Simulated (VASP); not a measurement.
# CuI (Marshite) (F-43m) in VASP: further runs

The runs below take CuI (Marshite) through single point, relaxation of cell and atoms, with LDA.

Program: VASP 6.6.1. These are calculated values, not measurements. Logs are shortened: lines on timing, memory, paths and dates and some standing lists are left out, and cuts for length are marked.

## 1. The cell of the first run

The structure is cubic, space group F-43m (No. 216). The conventional cell has a = 5.863 Å, b = 5.863 Å, c = 5.863 Å, α = 90.00°, β = 90.00°, γ = 90.00°. Around Cu (site symmetry -43m) lie 4 I at 2.54 Å. I (site symmetry -43m) has 4 Cu at 2.54 Å as nearest neighbours.

## 2. Single point, LDA (cell and atoms relaxed from 0.94 times the given volume)

The input, INCAR:

```
SYSTEM = CuI
PREC = Accurate
ENCUT = 520
EDIFF = 1E-6
ISMEAR = -1
SIGMA = 0.05
LREAL = .False.
LASPH = .True.
NELM = 100
ALGO = Normal
ISIF = 2
LWAVE = .False.
LCHARG = .False.
NBANDS = 16
```

The input, KPOINTS:

```
Automatic mesh
0
Gamma
  9 9 9
  0 0 0
```

The input, POSCAR:

```
CuI
1.0
    0.0000000000      2.9312739171      2.9312739171
    2.9312739171      0.0000000000      2.9312739171
    2.9312739171      2.9312739171      0.0000000000
Cu I
1 1
Direct
    0.2500000000      0.2500000000      0.2500000000
    0.0000000000      0.0000000000      0.0000000000
```

Potentials or basis: VASP PAW LDA potentials, release 64 (Cu, I).

The run is started by

```bash
$ cat potpaw_LDA.64/Cu/POTCAR potpaw_LDA.64/I/POTCAR > POTCAR
$ mpirun -np 1 vasp_std > vasp.out
```

OUTCAR:

```text
SYSTEM = CuI
   PREC = Accurate
   ENCUT = 520
   EDIFF = 1E-6
   ISMEAR = -1
   LREAL = .False.
   LASPH = .True.
   NELM = 100
   ISIF = 2

 ion  position               nearest neighbor table
   1  0.250  0.250  0.250-   2 2.54   2 2.54   2 2.54   2 2.54
   2  0.000  0.000  0.000-   1 2.54   1 2.54   1 2.54   1 2.54

  LATTYP: Found a face centered cubic cell.
 ALAT       =     5.8625478342

  Lattice vectors:

 A1 = (   0.0000000000,   2.9312739171,   2.9312739171)
 A2 = (   2.9312739171,   0.0000000000,   2.9312739171)
 A3 = (   2.9312739171,   2.9312739171,   0.0000000000)

Analysis of symmetry for initial positions (statically):
=====================================================================
 Subroutine PRICEL returns:
 Original cell was already a primitive cell.

 Routine SETGRP: Setting up the symmetry group for a
 face centered cubic supercell.

 Subroutine GETGRP returns: Found 24 space group operations
 (whereof 24 operations were pure point group operations)
 out of a pool of 48 trial point group operations.

The static configuration has the point symmetry T_d .

Analysis of symmetry for dynamics (positions and initial velocities):
=====================================================================
 Subroutine PRICEL returns:
 Original cell was already a primitive cell.

 Routine SETGRP: Setting up the symmetry group for a
 face centered cubic supercell.

 Subroutine GETGRP returns: Found 24 space group operations
 (whereof 24 operations were pure point group operations)
 out of a pool of 48 trial point group operations.

The dynamic configuration has the point symmetry T_d .

 Subroutine INISYM returns: Found 24 space group operations
 (whereof 24 operations are pure point group operations),
 and found     1 'primitive' translations

----------------------------------------------------------------------------------------

                                     Primitive cell

  volume of cell :      50.3732

  direct lattice vectors                    reciprocal lattice vectors
     0.000000000  2.931273917  2.931273917    -0.170574301  0.170574301  0.170574301
     2.931273917  0.000000000  2.931273917     0.170574301 -0.170574301  0.170574301
     2.931273917  2.931273917  0.000000000     0.170574301  0.170574301 -0.170574301

  length of vectors
     4.145447329  4.145447329  4.145447329     0.295443356  0.295443356  0.295443356

  position of ions in fractional coordinates (direct lattice)
     0.250000000  0.250000000  0.250000000
     0.000000000  0.000000000  0.000000000

  ion indices of the primitive-cell ions
   primitive index   ion index
                 1           1
                 2           2

----------------------------------------------------------------------------------------

 KPOINTS: Automatic mesh

Automatic generation of k-mesh.
 Grid dimensions read from file:
 generate k-points for:    9    9    9

 Generating k-lattice:

  Cartesian coordinates                     Fractional coordinates (reciprocal lattice)
    -0.018952700  0.018952700  0.018952700     0.111111111  0.000000000  0.000000000
     0.018952700 -0.018952700  0.018952700     0.000000000  0.111111111  0.000000000
     0.018952700  0.018952700 -0.018952700     0.000000000  0.000000000  0.111111111

  Length of vectors
     0.032827040  0.032827040  0.032827040

  Shift w.r.t. Gamma in fractional coordinates (k-lattice)
     0.000000000  0.000000000  0.000000000

 Subroutine IBZKPT returns following result:
 ===========================================

 Found     35 irreducible k-points:

 Following reciprocal coordinates:
            Coordinates               Weight
  0.000000  0.000000  0.000000      1.000000
  0.111111  0.000000  0.000000      8.000000
  0.222222  0.000000  0.000000      8.000000
  0.333333  0.000000  0.000000      8.000000
  0.444444  0.000000  0.000000      8.000000
  0.111111  0.111111  0.000000      6.000000
[... 16 lines left out ...]
 -0.333333  0.333333  0.000000     12.000000
  0.444444  0.444444  0.000000      6.000000
 [... further k-points ...]
   k-points           NKPTS =     35   k-points in BZ     NKDIM =     35   number of bands    NBANDS=     16
   number of dos      NEDOS =    301   number of ions     NIONS =      2
   total plane-waves  NPLWV =  32768
   dimension x,y,z NGX =    32 NGY =   32 NGZ =   32
   dimension x,y,z NGXF=    64 NGYF=   64 NGZF=   64
   ions per type =               1   1
   NGX,Y,Z   is equivalent  to a cutoff of  12.83, 12.83, 12.83 a.u.
   NGXF,Y,Z  is equivalent  to a cutoff of  25.67, 25.67, 25.67 a.u.
 SYSTEM =  CuI
   PREC   = accura    normal or accurate (medium, high low for compatibility)
   ISTART =      0    job   : 0-new  1-cont  2-samecut
   ICHARG =      2    charge: 1-file 2-atom 10-const
   ISPIN  =      1    spin polarized calculation?
   LNONCOLLINEAR =      F non collinear calculations
   LSORBIT =      F    spin-orbit coupling
   LASPH  =      T    aspherical Exc in radial PAW
   ENCUT  =  520.0 eV  38.22 Ry    6.18 a.u.   7.71  7.71  7.71*2*pi/ulx,y,z
   NELM   =    100;   NELMIN=  2; NELMDL= -5     # of ELM steps
   EDIFF  = 0.1E-05   stopping-criterion for ELM
   LREAL  =      F    real-space projection
   EDIFFG = 0.1E-04   stopping-criterion for IOM
   NSW    =      0    number of steps for IOM
   IBRION =     -1    ionic relax: 0-MD 1-quasi-New 2-CG
   NFREE  =      0    steps in history (QN), initial steepest desc. (CG)
   ISIF   =      2    stress and relaxation
   ISYM   =      2    0-nonsym 1-usesym 2-fastsym
   POTIM  = 0.5000    time-step for ionic-motion
   TEBEG  =    0.0;   TEEND  =   0.0 temperature during run
   PSTRESS=    0.0 pullay stress
   NELECT =      18.0000    total number of electrons
   NUPDOWN=      -1.0000    fix difference up-down
   EMIN   =  10.00;   EMAX   =-10.00  energy-range for DOS
   EFERMI =   0.00;   METHOD = LEGACY
   ISMEAR =    -1;   SIGMA  =   0.05  broadening in eV -4-tet -1-fermi 0-gaus
   EFERMI_NEDOS =   21; number of points for ismear=-14 and -15
   IALGO  =     38    algorithm
   IMIX   =      4    mixing-type and parameters
     AMIX     =   0.40;   BMIX     =  1.00
     AMIX_MAG =   1.60;   BMIX_MAG =  1.00
  volume/ion in A,a.u.               =      25.19       169.97
  Fermi-wavevector in a.u.,A,eV,Ry     =   1.161714  2.195321 18.362146  1.349580
  Thomas-Fermi vector in A             =   2.298283
   LORBIT       =      0    0 simple, 1 ext, 2 COOP (PROOUT), +10 PAW based schemes
   GGA     = CA    functional components
   LHFCALC =     F    Hartree Fock is set to
   AEXX    =    0.0000 exact exchange contribution
   IVDW    =     0    specifies the selected vdW correction
   LEPSILON=     F    determine dielectric tensor
   LRPA    =     F    only Hartree local field effects (RPA)
 non-spin polarized calculation
  energy-cutoff  :      520.00
  volume of cell :       50.37
 maximum number of plane-waves:      1372
   NGX = 15   NGY = 15   NGZ = 15

 number of electron      17.9999989 magnetization

 Free energy of the ion-electron system (eV)
  ---------------------------------------------------
  ext. energy  EPLUGINS =         0.00000000
  ---------------------------------------------------
  free energy    TOTEN  =        -6.99657985 eV

  energy without entropy =       -6.99657983  energy(sigma->0) =       -6.99657984

 E-fermi :   6.0199     XC(G=0):  -9.7639

 val. band max:        5.3378382249   @ k =   0.0000   0.0000   0.0000
 cond. band min:       6.6227231753   @ k =   0.0000   0.0000   0.0000
 fundamental gap:      1.2848849505
 Fermi energy:         6.0198690618

 k-point     1 :       0.0000    0.0000    0.0000
  band No.  band energies     occupation
      1      -9.2226      2.00000
      2       1.2069      2.00000
      3       1.2069      2.00000
      4       1.2069      2.00000
      5       2.9589      2.00000
      6       2.9589      2.00000
[... 8 lines left out ...]
     15      15.1970      0.00000
     16      15.1970      0.00000

 k-point     2 :       0.1111    0.0000    0.0000
  band No.  band energies     occupation
      1      -9.1498      2.00000
      2       0.9738      2.00000
      3       1.2163      2.00000
      4       1.2163      2.00000
      5       2.9522      2.00000
      6       2.9522      2.00000
[... 8 lines left out ...]
     15      14.4583      0.00000
     16      14.4583      0.00000

 k-point     3 :       0.2222    0.0000    0.0000
  band No.  band energies     occupation
      1      -8.9545      2.00000
      2       0.3648      2.00000
      3       1.2373      2.00000
      4       1.2373      2.00000
      5       2.9451      2.00000
      6       2.9451      2.00000
[... 8 lines left out ...]
     15      14.0910      0.00000
     16      14.2432      0.00000

 k-point     4 :       0.3333    0.0000    0.0000
  band No.  band energies     occupation
      1      -8.7092      2.00000
      2      -0.3444      2.00000
      3       1.2557      2.00000
      4       1.2557      2.00000
      5       2.9587      2.00000
      6       2.9587      2.00000
[... 8 lines left out ...]
     15      14.7168      0.00000
     16      14.7168      0.00000
[... 324 lines left out ...]
 k-point    22 :      -0.4444    0.3333    0.0000
  band No.  band energies     occupation
      1      -8.2973      2.00000
      2      -0.5497      2.00000
      3       0.5960      2.00000
      4       1.2290      2.00000
      5       2.8239      2.00000
      6       3.0007      2.00000
[... 8 lines left out ...]
     15      16.1499      0.00000
     16      18.6408      0.00000

 k-point    23 :      -0.3333    0.3333    0.0000
  band No.  band energies     occupation
      1      -8.3220      2.00000
      2      -0.3178      2.00000
      3       0.2331      2.00000
      4       1.2614      2.00000
      5       2.8111      2.00000
      6       2.9535      2.00000
[... 8 lines left out ...]
     15      14.8151      0.00000
     16      18.9324      0.00000

 k-point    24 :       0.4444    0.4444    0.0000
  band No.  band energies     occupation
      1      -8.2959      2.00000
      2      -0.7892      2.00000
      3       1.1945      2.00000
      4       1.1945      2.00000
      5       2.8601      2.00000
      6       3.0538      2.00000
[... 8 lines left out ...]
     15      16.8980      0.00000
     16      18.2714      0.00000

 [... further k-points ...]

------------------------ aborting loop because EDIFF is reached ----------------------------------------

  FORCE on cell =-STRESS in cart. coord.  units (eV):
  Direction    XX          YY          ZZ          XY          YZ          ZX
  --------------------------------------------------------------------------------------
  -------------------------------------------------------------------------------------
  Total        0.0606978      0.0606978      0.0606978      0.0000000      0.0000000      0.0000000
  in kB        1.9305639      1.9305639      1.9305639      0.0000000      0.0000000      0.0000000
  external PRESSURE =       1.9305639 kB  Pullay stress =       0.0000000 kB

 VOLUME and BASIS-vectors are now :
 -----------------------------------------------------------------------------
  energy-cutoff  :      520.00
  volume of cell :       50.37
      direct lattice vectors                 reciprocal lattice vectors
     0.000000000  2.931273917  2.931273917    -0.170574301  0.170574301  0.170574301
     2.931273917  0.000000000  2.931273917     0.170574301 -0.170574301  0.170574301
     2.931273917  2.931273917  0.000000000     0.170574301  0.170574301 -0.170574301

 POSITION                                       TOTAL-FORCE (eV/Angst)
 -----------------------------------------------------------------------------------
      1.46564      1.46564      1.46564        -0.000000     -0.000000     -0.000000
      0.00000      0.00000      0.00000         0.000000      0.000000      0.000000
 -----------------------------------------------------------------------------------
    total drift:                               -0.000000     -0.000000      0.000000

  FREE ENERGIE OF THE ION-ELECTRON SYSTEM (eV)
  ---------------------------------------------------
  free  energy   TOTEN  =        -6.9965798533 eV

  energy  without entropy=       -6.9965798304  energy(sigma->0) =       -6.99657984
```

It took 17 s on 1 thread of Intel Xeon Platinum 8488C (Sapphire Rapids), shared host; peak memory 0.16 GiB.

Results:

```yaml
Free_energy: -6.9966 eV
Pressure: 0.2 GPa
Band_gap_on_the_k_mesh: 1.28 eV, direct
```

Caveat: spin-orbit coupling is left out, which moves the levels of the heavy elements.

## 3. Relaxation of cell and atoms, LDA (cell and atoms relaxed from 0.94 times the given volume)

The input, INCAR:

```
ALGO = Fast
EDIFF = 1E-6
EDIFFG = -0.005
ENCUT = 600
IBRION = 2
ISIF = 3
ISMEAR = -1
LASPH = True
LCHARG = False
LREAL = False
LWAVE = False
NELM = 100
NSW = 100
PREC = Accurate
SIGMA = 0.05
```

The input, KPOINTS:

```
k-points
0
Gamma
  9 9 9
```

The input, POSCAR:

```
CuI
1.0
    0.0000000000      2.9696152886      2.9696152886
    2.9696152886      0.0000000000      2.9696152886
    2.9696152886      2.9696152886      0.0000000000
Cu I
1 1
Direct
    0.2500000000      0.2500000000      0.2500000000
    0.0000000000      0.0000000000      0.0000000000
```

Potentials or basis: VASP PAW LDA potentials, release 64 (Cu, I).

The run is started by

```bash
$ cat potpaw_LDA.64/Cu/POTCAR potpaw_LDA.64/I/POTCAR > POTCAR
$ mpirun -np 1 vasp_std > vasp.out
```

It took 2.4 min on 1 thread of Intel Xeon Platinum 8488C (Sapphire Rapids), shared host; peak memory 0.2 GiB.

The run converged. Its results:

```
Free energy                            : -6.9969 eV
Relaxed volume                         : 25.20 Å³/atom
Relaxed cell                           : a = 4.146 Å, b = 4.146 Å, c = 4.146 Å, α = 60.00°, β = 60.00°, γ = 60.00°
Space group after relaxing (to 0.05 Å) : F-43m (No. 216)
Energy gained by relaxing              : 5.9 meV/atom
Ionic steps                            : 9
Pressure after relaxing                : 0.0 GPa
Band gap on the k mesh                 : 1.28 eV, direct
```

The path:
```tsv
step	energy change (eV)	largest force (eV/Å)	pressure (GPa)	volume (Å³)
1	0.0000	0.0000	-1.87	52.38
2	-0.0113	0.0000	0.19	50.10
3	-0.0118	0.0000	0.04	50.33
4	-0.0118	0.0000	0.05	50.37
5	-0.0091	0.0000	-1.10	51.37
6	-0.0118	0.0000	-0.11	50.41
7	-0.0118	0.0000	0.13	50.41
8	-0.0118	0.0000	-0.14	50.41
9	-0.0118	0.0000	0.02	50.41
```

Final structure:
```
Cu I
1.0
     0.00000    2.93196    2.93196
     2.93196    0.00000    2.93196
     2.93196    2.93196    0.00000
Cu I
1 1
Direct
  0.25000 0.25000 0.25000
  0.00000 0.00000 0.00000
```

Levels at points of the mesh, in eV from the valence-band top:
```
           k point  band 6  band 7  band 8  band 9  band 10  band 11  band 12  band 13
(0.00, 0.00, 0.00)   -2.38    0.00    0.00    0.00     1.28     4.75     4.75     4.75
```

Caveat: spin-orbit coupling is left out, which moves the levels of the heavy elements. Zero-point motion and thermal expansion aren't in these numbers.
